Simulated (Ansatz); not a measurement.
# NaCl: the cost of one run

Computed with Ansatz 0.2.0 (DFT PBE, scalar-relativistic, plane waves, PAW, unless a step's input says otherwise).

The COD cell was measured well above room temperature, so it is larger than a cold one.

**1. Starting point**

Symmetry: Fm-3m, No. 225, cubic system. Conventional cell: a = 5.663 Å, b = 5.663 Å, c = 5.663 Å, α = 90.00°, β = 90.00°, γ = 90.00°. Around Na (site symmetry m-3m) lie 6 Cl at 2.83 Å. Cl (site symmetry m-3m) has 6 Na at 2.83 Å in its first shell of neighbours.

Coordinates:

```cif
data_structure
_symmetry_space_group_name_H-M 'P 1'
_symmetry_Int_Tables_number 1
_cell_length_a 4.0047
_cell_length_b 4.0047
_cell_length_c 4.0047
_cell_angle_alpha 60.000
_cell_angle_beta 60.000
_cell_angle_gamma 60.000
_cell_volume 45.41
loop_
_atom_site_label
_atom_site_type_symbol
_atom_site_fract_x
_atom_site_fract_y
_atom_site_fract_z
_atom_site_occupancy
Na1 Na 0.00000 0.00000 0.00000 1
Cl1 Cl 0.50000 0.50000 0.50000 1
```

No relaxation comes first: the listed cell is the starting point.

**2. The reference cell**

Reference values: F = -2569.5540 eV; pressure 0.42 GPa; largest force 0.000 eV/Å; gap on the mesh 5.06 eV. It was computed beforehand with the settings of the runs below.

**3. Setting up shifting one sublattice**

Every Cl atom is moved by x along the Cartesian unit vector (0.707, -0.707, 0.000); the cell and all other atoms stay fixed. Forces below are components along that vector, summed over the moved atoms.

**4. x = -0.300 Å**

input.yaml reads:

```yaml
crystal:
  lattice:
    - [0.0, 2.83175, 2.83175]
    - [2.83175, 0.0, 2.83175]
    - [2.83175, 2.83175, 0.0]
  atoms:
    - { symbol: Na, position: [0.0, 0.0, 0.0] }
    - { symbol: Cl, position: [0.5749119924, 0.4250880076, 0.5] }
basis:
  ecutwfc: 420
kpoints:
  mp_grid: { grid: [8, 8, 8] }
hamiltonian:
  xc: pbe
scf:
  occupations: { method: gaussian, width: 0.05 }
output:
  forces: true
  stress: true
  eigenvalues: true
  write_density: true
  write_potential: true
  elf: true
  volumetric_format: npy
```

The run is started by

```sh
> ansatz run input.yaml --threads 1 --pin off --max-ram 2560MiB --backend cpu --events-out ev --progress --plain --runs-dir out
```

Q: Estimate wall time and peak memory on 1 thread of Arm Neoverse V2, shared host.

About 5.4 s, with a peak of 0.34 GiB.
